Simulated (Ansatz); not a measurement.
System: Sb (honeycomb prototype, strained and with displaced atoms), 2 atoms in the cell.

Method: PBE with spin–orbit coupling, plane waves, norm-conserving pseudopotentials (Ansatz).

Cutoff 1089 eV; k-mesh 2×2×1 shifted by (0.5, 0.5, 0) steps; Fermi–Dirac smearing of 0.15 eV.

```
Sb
1.0
     5.21382    0.05479    0.01894
    -2.55947    4.58343   -0.14055
     0.02578   -0.20603    7.26903
Sb
2
Direct
  0.29162 0.80955 0.59809
  0.62277 0.47125 0.60196
```

Task: Would the cell expand or shrink if it were free to relax?

Result: The pressure is -1.13 GPa, so at these settings the cell is stretched and would shrink on average; the stress has mixed signs (xx, yy, zz: -1.89, -2.06, 0.57 GPa).

Task: Which atom feels the largest force? Give all forces.

Result: Sb1 and Sb2, 0.685 eV/Å each.

```json
{"atom": "Sb1", "Fx (eV/Å)": "-0.614", "Fy (eV/Å)": "0.303", "Fz (eV/Å)": "0.010"}
{"atom": "Sb2", "Fx (eV/Å)": "0.614", "Fy (eV/Å)": "-0.303", "Fz (eV/Å)": "-0.010"}
```

The stress includes the program's correction for the finite plane-wave basis.

The cell holds vacuum, so pressure and stress are averages over it and scale with its width. The k-mesh is coarse, so these values belong to this mesh and can lie far from the converged ones. The elements were drawn onto a prototype; most such cells aren't known phases.
